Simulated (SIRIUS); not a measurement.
A run of SIRIUS 7.10.0 is set up as follows.

The input sirius.json:

```json
{
  "control": {
    "processing_unit": "cpu",
    "verbosity": 2,
    "num_bands_to_print": 20,
    "print_forces": true,
    "print_stress": true
  },
  "parameters": {
    "electronic_structure_method": "pseudopotential",
    "xc_functionals": ["XC_GGA_X_PBE", "XC_GGA_C_PBE"],
    "gk_cutoff": 8.2,
    "pw_cutoff": 16.4,
    "ngridk": [8, 8, 5],
    "shiftk": [0, 0, 0],
    "smearing": "fermi_dirac",
    "smearing_width": 0.0018374661,
    "num_bands": 20,
    "num_mag_dims": 0,
    "num_dft_iter": 100,
    "energy_tol": 1e-08,
    "density_tol": 1e-06
  },
  "iterative_solver": {
    "type": "davidson",
    "min_tolerance": 1e-10
  },
  "mixer": {
    "type": "anderson",
    "beta": 0.7,
    "max_history": 8
  },
  "settings": {
    "tol_ne": 1e-10
  },
  "unit_cell": {
    "lattice_vectors": [
      [6.975702040345, 0.0, 0.0],
      [-3.487851020172, 6.041135176144, 0.0],
      [0.0, 0.0, 11.415981046673]
    ],
    "atom_coordinate_units": "lattice",
    "atom_types": ["Zr", "S"],
    "atom_files": {
      "Zr": "Zr.json",
      "S": "S.json"
    },
    "atoms": {
      "Zr": [
        [0.0, 0.0, 0.0]
      ],
      "S": [
        [0.3333333333, 0.6666666667, 0.23790997],
        [0.6666666667, 0.3333333333, 0.76209003]
      ]
    }
  }
}
```

Potentials or basis: PseudoDojo 0.4.1 PBE standard (scalar relativistic).

Launch:

```bash
$ upf_to_json Zr.upf
$ upf_to_json S.upf
$ OMP_NUM_THREADS=1 sirius.scf --input=sirius.json --output=out.json --task=0
```

Estimate the band gap on the k mesh.

1.05 eV.

What does it give for the pressure?

0.5 GPa.

Predict the largest force.

0.053 eV/Å.

Stress tensor (GPa, compression positive):
```
0.16 0.00 0.00
0.00 0.16 0.00
0.00 0.00 1.23
```

Caveat: an odd mesh through Γ misses points on the zone boundary, where band edges often lie; this functional lacks dispersion, which binds the layers, so the pressure and a relaxed spacing across them are unreliable.

The gap isn't set beside the measured one, since this odd mesh misses points on the zone boundary.
